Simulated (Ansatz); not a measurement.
System: zinc-blende AlSb. Method: PBE0-D3(BJ) (Ansatz, a first-principles code, PAW).

Run with plane-wave cutoff 460 eV, 8×8×8 k mesh, Fermi–Dirac smearing 0.01 eV, scalar-relativistic PAW data made under PBE.

Response to compression and expansion:

```tsv
V (Å³/atom)	P (GPa)	direct gap at Γ (eV)	smallest gap on the k mesh (eV)
26.828	3.58	3.682	2.241
27.534	1.67	3.442	2.293
28.047	0.44	3.272	2.328
28.946	-1.46	2.986	2.385
29.323	-2.17	2.870	2.407
29.652	-2.75	2.770	2.426
```

The fundamental gap (2.33 eV at the equilibrium volume, with added k points) lies elsewhere than Γ–Γ.

Measured, for comparison: band gap 1.73 eV (zero-point renormalisation of 35 meV (experimental, the table's column) added back here, indirect; inputs from Miglio et al. (2020), arXiv:2011.12765).

Spin–orbit coupling is not included; with these elements it can move the gap by several tenths of an eV or more.
